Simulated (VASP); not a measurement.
# MgO (P6_3mc) in VASP: equation of state

Aim: energy against volume of MgO in PBE, for its equilibrium volume and stiffness.

Everything below comes from runs of VASP 6.6.1. Logs are shortened: lines on timing, memory, paths and dates and some standing lists are left out, and cuts for length are marked.

**1. The crystal as given**

Symmetry: P6_3mc, No. 186, hexagonal system. Conventional cell: a = 3.308 Å, b = 3.308 Å, c = 4.983 Å, α = 90.00°, β = 90.00°, γ = 120.00°. Mg (site symmetry 3m) has 4 O at 1.97 to 1.99 Å as nearest neighbours. O (site symmetry 3m) has 4 Mg at 1.97 to 1.99 Å as nearest neighbours.

Measurements of this composition are mostly on another form, of space group No. 225.

**2. Equation of state, PBE, 11.10 Å³/atom (volume scaled by 0.94)**

INCAR reads:

```
ALGO     = Normal         # electronic algorithm
EDIFF    = 1E-7           # SCF threshold, eV
ENCUT    = 520            # plane-wave cutoff, eV
GGA      = PE             # functional
ISIF     = 2              # what is computed and relaxed
ISMEAR   = -1             # smearing method
LASPH    = T              # aspherical terms in the spheres
LCHARG   = F              # write CHGCAR
LREAL    = F              # projectors in reciprocal space
LWAVE    = F              # write WAVECAR
NBANDS   = 16             # bands
NELM     = 100            # most SCF steps
PREC     = Accurate       # precision mode
SIGMA    = 0.05           # smearing width, eV
```

KPOINTS reads:

```
k-points
0
Gamma
  9 9 6
```

POSCAR reads:

```
MgO
1.0
    3.2402621826      0.0000000000      0.0000000000
   -1.6201310913      2.8061493650      0.0000000000
    0.0000000000      0.0000000000      4.8811616653
Mg O
2 2
Direct
    0.6666666667      0.3333333333      0.5021597400
    0.3333333333      0.6666666667      0.0021597400
    0.6666666667      0.3333333333      0.9024402600
    0.3333333333      0.6666666667      0.4024402600
```

Potentials or basis: VASP PAW PBE potentials, release 64 (Mg, O).

Started as:

```bash
$ cat potpaw_PBE.64/Mg/POTCAR potpaw_PBE.64/O/POTCAR > POTCAR
$ mpirun -np 1 vasp_std > vasp.out
```

OUTCAR:

```text
EDIFF = 1E-7
   ENCUT = 520
   GGA = PE
   ISIF = 2
   ISMEAR = -1
   LASPH = T
   LREAL = F
   NELM = 100
   PREC = Accurate

 ion  position               nearest neighbor table
   1  0.667  0.333  0.502-   4 1.93   4 1.93   4 1.93   3 1.95   2 3.08   2 3.08   2 3.08   2 3.08
                             2 3.08   2 3.08
   2  0.333  0.667  0.002-   3 1.93   3 1.93   3 1.93   4 1.95   1 3.08   1 3.08   1 3.08   1 3.08
                             1 3.08   1 3.08
   3  0.667  0.333  0.902-   2 1.93   2 1.93   2 1.93   1 1.95
   4  0.333  0.667  0.402-   1 1.93   1 1.93   1 1.93   2 1.95

  LATTYP: Found a hexagonal cell.
 ALAT       =     3.2402621826
 C/A-ratio  =     1.5064094787

  Lattice vectors:

 A1 = (   3.2402621826,   0.0000000000,   0.0000000000)
 A2 = (  -1.6201310913,   2.8061493650,   0.0000000000)
 A3 = (   0.0000000000,   0.0000000000,   4.8811616653)

Analysis of symmetry for initial positions (statically):
=====================================================================
 Subroutine PRICEL returns:
 Original cell was already a primitive cell.

 Routine SETGRP: Setting up the symmetry group for a
 hexagonal supercell.

 Subroutine GETGRP returns: Found 12 space group operations
 (whereof  6 operations were pure point group operations)
 out of a pool of 24 trial point group operations.

The static configuration has the point symmetry C_3v.
 The point group associated with its full space group is C_6v.

Analysis of symmetry for dynamics (positions and initial velocities):
=====================================================================
 Subroutine PRICEL returns:
 Original cell was already a primitive cell.

 Routine SETGRP: Setting up the symmetry group for a
 hexagonal supercell.

 Subroutine GETGRP returns: Found 12 space group operations
 (whereof  6 operations were pure point group operations)
 out of a pool of 24 trial point group operations.

The dynamic configuration has the point symmetry C_3v.
 The point group associated with its full space group is C_6v.

 Subroutine INISYM returns: Found 12 space group operations
 (whereof  6 operations are pure point group operations),
 and found     1 'primitive' translations

----------------------------------------------------------------------------------------

                                     Primitive cell

  volume of cell :      44.3827

  direct lattice vectors                    reciprocal lattice vectors
     3.240262183  0.000000000  0.000000000     0.308617002  0.178180109  0.000000000
    -1.620131091  2.806149365  0.000000000     0.000000000  0.356360218  0.000000000
     0.000000000  0.000000000  4.881161665     0.000000000  0.000000000  0.204869264

  length of vectors
     3.240262183  3.240262183  4.881161665     0.356360218  0.356360218  0.204869264

  position of ions in fractional coordinates (direct lattice)
     0.666666667  0.333333333  0.502159740
     0.333333333  0.666666667  0.002159740
     0.666666667  0.333333333  0.902440260
     0.333333333  0.666666667  0.402440260

  ion indices of the primitive-cell ions
   primitive index   ion index
                 1           1
                 2           2
                 3           3
                 4           4

----------------------------------------------------------------------------------------

 KPOINTS: k-points

Automatic generation of k-mesh.
 Grid dimensions read from file:
 generate k-points for:    9    9    6

 Generating k-lattice:

  Cartesian coordinates                     Fractional coordinates (reciprocal lattice)
     0.034290778  0.019797790  0.000000000     0.111111111  0.000000000  0.000000000
     0.000000000  0.039595580  0.000000000     0.000000000  0.111111111  0.000000000
     0.000000000  0.000000000  0.034144877     0.000000000  0.000000000  0.166666667

  Length of vectors
     0.039595580  0.039595580  0.034144877

  Shift w.r.t. Gamma in fractional coordinates (k-lattice)
     0.000000000  0.000000000  0.000000000

 Subroutine IBZKPT returns following result:
 ===========================================

 Found     48 irreducible k-points:

 Following reciprocal coordinates:
            Coordinates               Weight
  0.000000  0.000000  0.000000      1.000000
  0.111111  0.000000  0.000000      6.000000
  0.222222  0.000000  0.000000      6.000000
  0.333333  0.000000  0.000000      6.000000
  0.444444  0.000000  0.000000      6.000000
  0.111111  0.111111  0.000000      6.000000
[... 40 lines left out ...]
  0.333333  0.222222  0.500000     12.000000
  0.333333  0.333333  0.500000      2.000000
   k-points           NKPTS =     48   k-points in BZ     NKDIM =     48   number of bands    NBANDS=     16
   number of dos      NEDOS =    301   number of ions     NIONS =      4
   total plane-waves  NPLWV =  20736
   dimension x,y,z NGX =    24 NGY =   24 NGZ =   36
   dimension x,y,z NGXF=    48 NGYF=   48 NGZF=   72
   ions per type =               2   2
   NGX,Y,Z   is equivalent  to a cutoff of  12.31, 12.31, 12.26 a.u.
   NGXF,Y,Z  is equivalent  to a cutoff of  24.63, 24.63, 24.52 a.u.
 SYSTEM =  unknown system
   PREC   = accura    normal or accurate (medium, high low for compatibility)
   ISTART =      0    job   : 0-new  1-cont  2-samecut
   ICHARG =      2    charge: 1-file 2-atom 10-const
   ISPIN  =      1    spin polarized calculation?
   LNONCOLLINEAR =      F non collinear calculations
   LSORBIT =      F    spin-orbit coupling
   LASPH  =      T    aspherical Exc in radial PAW
   ENCUT  =  520.0 eV  38.22 Ry    6.18 a.u.   6.02  6.02  9.08*2*pi/ulx,y,z
   NELM   =    100;   NELMIN=  2; NELMDL= -5     # of ELM steps
   EDIFF  = 0.1E-06   stopping-criterion for ELM
   LREAL  =      F    real-space projection
   EDIFFG = 0.1E-05   stopping-criterion for IOM
   NSW    =      0    number of steps for IOM
   IBRION =     -1    ionic relax: 0-MD 1-quasi-New 2-CG
   NFREE  =      0    steps in history (QN), initial steepest desc. (CG)
   ISIF   =      2    stress and relaxation
   ISYM   =      2    0-nonsym 1-usesym 2-fastsym
   POTIM  = 0.5000    time-step for ionic-motion
   TEBEG  =    0.0;   TEEND  =   0.0 temperature during run
   PSTRESS=    0.0 pullay stress
   NELECT =      16.0000    total number of electrons
   NUPDOWN=      -1.0000    fix difference up-down
   EMIN   =  10.00;   EMAX   =-10.00  energy-range for DOS
   EFERMI =   0.00;   METHOD = LEGACY
   ISMEAR =    -1;   SIGMA  =   0.05  broadening in eV -4-tet -1-fermi 0-gaus
   EFERMI_NEDOS =   21; number of points for ismear=-14 and -15
   IALGO  =     38    algorithm
   IMIX   =      4    mixing-type and parameters
     AMIX     =   0.40;   BMIX     =  1.00
     AMIX_MAG =   1.60;   BMIX_MAG =  1.00
  volume/ion in A,a.u.               =      11.10        74.88
  Fermi-wavevector in a.u.,A,eV,Ry     =   1.165136  2.201789 18.470493  1.357543
  Thomas-Fermi vector in A             =   2.301666
   LORBIT       =      0    0 simple, 1 ext, 2 COOP (PROOUT), +10 PAW based schemes
   GGA     = PE    functional components
   LHFCALC =     F    Hartree Fock is set to
   AEXX    =    0.0000 exact exchange contribution
   IVDW    =     0    specifies the selected vdW correction
   LEPSILON=     F    determine dielectric tensor
   LRPA    =     F    only Hartree local field effects (RPA)
 non-spin polarized calculation
  energy-cutoff  :      520.00
  volume of cell :       44.38
 maximum number of plane-waves:      1215
   NGX = 13   NGY = 13   NGZ = 19

 number of electron      16.0000008 magnetization

 Free energy of the ion-electron system (eV)
  ---------------------------------------------------
  ext. energy  EPLUGINS =         0.00000000
  ---------------------------------------------------
  free energy    TOTEN  =       -23.38870798 eV

  energy without entropy =      -23.38870798  energy(sigma->0) =      -23.38870798

 E-fermi :   2.5345     XC(G=0): -10.0142

 val. band max:        1.5111339896   @ k =   0.0000   0.0000   0.0000
 cond. band min:       5.3232323538   @ k =   0.0000   0.0000   0.0000
 fundamental gap:      3.8120983641
 Fermi energy:         2.5345254521

 k-point     1 :       0.0000    0.0000    0.0000
  band No.  band energies     occupation
      1     -14.9741      2.00000
      2     -14.0539      2.00000
      3      -1.9681      2.00000
      4       0.6836      2.00000
      5       0.6836      2.00000
      6       1.0344      2.00000
[... 8 lines left out ...]
     15      18.6351      0.00000
     16      18.6351      0.00000

 k-point     2 :       0.1111    0.0000    0.0000
  band No.  band energies     occupation
      1     -14.9049      2.00000
      2     -14.0312      2.00000
      3      -1.8428      2.00000
      4       0.3679      2.00000
      5       0.5976      2.00000
      6       0.6613      2.00000
[... 8 lines left out ...]
     15      18.2952      0.00000
     16      18.4276      0.00000

 k-point     3 :       0.2222    0.0000    0.0000
  band No.  band energies     occupation
      1     -14.7183      2.00000
      2     -13.9797      2.00000
      3      -1.4900      2.00000
      4      -0.4614      2.00000
      5       0.0827      2.00000
      6       0.4184      2.00000
[... 8 lines left out ...]
     15      17.2762      0.00000
     16      17.5107      0.00000

 k-point     4 :       0.3333    0.0000    0.0000
  band No.  band energies     occupation
      1     -14.4751      2.00000
      2     -13.9425      2.00000
      3      -1.2753      2.00000
      4      -0.9615      2.00000
      5      -0.4275      2.00000
      6       0.2468      2.00000
[... 8 lines left out ...]
     15      16.6738      0.00000
     16      17.7595      0.00000
[... 628 lines left out ...]
 k-point    38 :       0.1111    0.0000    0.5000
  band No.  band energies     occupation
      1     -14.4847      2.00000
      2     -14.4847      2.00000
      3      -0.7157      2.00000
      4      -0.7157      2.00000
      5       0.7603      2.00000
      6       0.7603      2.00000
[... 8 lines left out ...]
     15      16.7205      0.00000
     16      16.7205      0.00000

 k-point    39 :       0.2222    0.0000    0.5000
  band No.  band energies     occupation
      1     -14.3569      2.00000
      2     -14.3569      2.00000
      3      -1.0469      2.00000
      4      -1.0469      2.00000
      5       0.6603      2.00000
      6       0.6603      2.00000
[... 8 lines left out ...]
     15      16.9910      0.00000
     16      16.9910      0.00000

 k-point    40 :       0.3333    0.0000    0.5000
  band No.  band energies     occupation
      1     -14.2062      2.00000
      2     -14.2062      2.00000
      3      -1.4843      2.00000
      4      -1.4843      2.00000
      5       0.6045      2.00000
      6       0.6045      2.00000
[... 8 lines left out ...]
     15      17.1441      0.00000
     16      17.1441      0.00000

 [... further k-points ...]

------------------------ aborting loop because EDIFF is reached ----------------------------------------

  FORCE on cell =-STRESS in cart. coord.  units (eV):
  Direction    XX          YY          ZZ          XY          YZ          ZX
  --------------------------------------------------------------------------------------
  -------------------------------------------------------------------------------------
  Total        3.4413445      3.4413445      3.1266328      0.0000000      0.0000000      0.0000000
  in kB      124.2294615    124.2294615    112.8686518      0.0000000      0.0000000      0.0000000
  external PRESSURE =     120.4425249 kB  Pullay stress =       0.0000000 kB

 VOLUME and BASIS-vectors are now :
 -----------------------------------------------------------------------------
  energy-cutoff  :      520.00
  volume of cell :       44.38
      direct lattice vectors                 reciprocal lattice vectors
     3.240262183  0.000000000  0.000000000     0.308617002  0.178180109  0.000000000
    -1.620131091  2.806149365  0.000000000     0.000000000  0.356360218  0.000000000
     0.000000000  0.000000000  4.881161665     0.000000000  0.000000000  0.204869264

 POSITION                                       TOTAL-FORCE (eV/Angst)
 -----------------------------------------------------------------------------------
      1.62013      0.93538      2.45112        -0.000000      0.000000     -0.056743
     -0.00000      1.87077      0.01054         0.000000      0.000000     -0.056743
      1.62013      0.93538      4.40496         0.000000     -0.000000      0.056743
     -0.00000      1.87077      1.96438        -0.000000      0.000000      0.056743
 -----------------------------------------------------------------------------------
    total drift:                               -0.000000      0.000000     -0.000447

  FREE ENERGIE OF THE ION-ELECTRON SYSTEM (eV)
  ---------------------------------------------------
  free  energy   TOTEN  =       -23.3887079829 eV

  energy  without entropy=      -23.3887079829  energy(sigma->0) =      -23.38870798
```

Wall time 18 s (1 thread of Intel Xeon Platinum 8488C (Sapphire Rapids), shared host); peak memory 0.17 GiB.

Results:

| Quantity | Value |
| --- | --- |
| Free energy | -23.3887 eV |
| Pressure | 12.0 GPa |
| Largest force | 0.057 eV/Å |
| Band gap on the k mesh | 3.81 eV, direct |

Caveat: an odd mesh through Γ misses points on the zone boundary, where band edges often lie.

**3. Equation of state, PBE, 11.33 Å³/atom (volume scaled by 0.96)**

INCAR reads:

```
SYSTEM = MgO
  PREC = Accurate
  ENCUT = 520
  EDIFF = 1E-7
  ISMEAR = -1
  SIGMA = 0.05
  LREAL = .FALSE.
  LASPH = .TRUE.
  NELM = 100
  ALGO = Normal
  ISIF = 2
  LWAVE = .FALSE.
  LCHARG = .FALSE.
  GGA = PE
  NBANDS = 16
```

KPOINTS reads:

```
Automatic mesh
0
G
  9 9 6
  0 0 0
```

POSCAR reads:

```
MgO
1.0
    3.2630816822      0.0000000000      0.0000000000
   -1.6315408411      2.8259116314      0.0000000000
    0.0000000000      0.0000000000      4.9155371758
Mg O
2 2
Direct
    0.6666666667      0.3333333333      0.5021597400
    0.3333333333      0.6666666667      0.0021597400
    0.6666666667      0.3333333333      0.9024402600
    0.3333333333      0.6666666667      0.4024402600
```

Potentials or basis: VASP PAW PBE potentials, release 64 (Mg, O).

Started as:

```bash
$ cat potpaw_PBE.64/Mg/POTCAR potpaw_PBE.64/O/POTCAR > POTCAR
$ mpirun -np 1 vasp_std > vasp.out
```

It took 20 s on 1 thread of Intel Xeon Platinum 8488C (Sapphire Rapids), shared host; peak memory 0.17 GiB.

Results (log left out):

- Free energy: -23.4506 eV
- Pressure: 8.7 GPa
- Largest force: 0.034 eV/Å
- Band gap on the k mesh: 3.69 eV, direct

Caveat: an odd mesh through Γ misses points on the zone boundary, where band edges often lie.

**4. Equation of state, PBE, 11.57 Å³/atom (volume scaled by 0.98)**

INCAR reads:

```
ALGO = Normal ; EDIFF = 1E-7
ENCUT = 520 ; GGA = PE
ISIF = 2 ; ISMEAR = -1
LASPH = True ; LCHARG = False
LREAL = False ; LWAVE = False
NBANDS = 16 ; NELM = 80
PREC = Accurate ; SIGMA = 0.05
```

KPOINTS reads:

```
k-points
0
Gamma
  9 9 6
```

POSCAR reads:

```
MgO
1.0
    3.2855864049      0.0000000000      0.0000000000
   -1.6427932025      2.8454012930      0.0000000000
    0.0000000000      0.0000000000      4.9494385035
Mg O
2 2
Direct
    0.6666666667      0.3333333333      0.5021597400
    0.3333333333      0.6666666667      0.0021597400
    0.6666666667      0.3333333333      0.9024402600
    0.3333333333      0.6666666667      0.4024402600
```

Started as:

```bash
$ cat potpaw_PBE.64/Mg/POTCAR potpaw_PBE.64/O/POTCAR > POTCAR
$ mpirun -np 1 vasp_std > vasp.out
```

Run time: 30 s. Hardware: 1 thread of Intel Xeon Platinum 8488C (Sapphire Rapids), shared host; peak memory 0.17 GiB.

Results (log left out):

* Free energy: -23.4938 eV
* Pressure: 5.7 GPa
* Largest force: 0.012 eV/Å
* Band gap on the k mesh: 3.58 eV, direct

Caveat: an odd mesh through Γ misses points on the zone boundary, where band edges often lie.

**5. Equation of state, PBE, 12.04 Å³/atom (volume scaled by 1.02)**

INCAR reads:

```
ALGO     = Normal         # electronic algorithm
EDIFF    = 1E-7           # SCF threshold, eV
ENCUT    = 520            # plane-wave cutoff, eV
GGA      = PE             # functional
ISIF     = 2              # what is computed and relaxed
ISMEAR   = -1             # smearing method
LASPH    = T              # aspherical terms in the spheres
LCHARG   = F              # write CHGCAR
LREAL    = F              # projectors in reciprocal space
LWAVE    = F              # write WAVECAR
NBANDS   = 16             # bands
NELM     = 80             # most SCF steps
PREC     = Accurate       # precision mode
SIGMA    = 0.05           # smearing width, eV
```

KPOINTS is that of step 4.

POSCAR reads:

```
MgO
1.0
    3.3296934990      0.0000000000      0.0000000000
   -1.6648467495      2.8835991569      0.0000000000
    0.0000000000      0.0000000000      5.0158818481
Mg O
2 2
Direct
    0.6666666667      0.3333333333      0.5021597400
    0.3333333333      0.6666666667      0.0021597400
    0.6666666667      0.3333333333      0.9024402600
    0.3333333333      0.6666666667      0.4024402600
```

Started as:

```bash
$ cat potpaw_PBE.64/Mg/POTCAR potpaw_PBE.64/O/POTCAR > POTCAR
$ mpirun -np 1 vasp_std > vasp.out
```

Wall time 38 s (1 thread of Intel Xeon Platinum 8488C (Sapphire Rapids), shared host); peak memory 0.19 GiB.

It converged, with:

| Item | Value |
| --- | --- |
| Free energy | -23.5310 eV |
| Pressure | 0.5 GPa |
| Largest force | 0.027 eV/Å |
| Band gap on the k mesh | 3.36 eV, direct |

Caveat: an odd mesh through Γ misses points on the zone boundary, where band edges often lie.

(Part 1 of 2 ends here.)
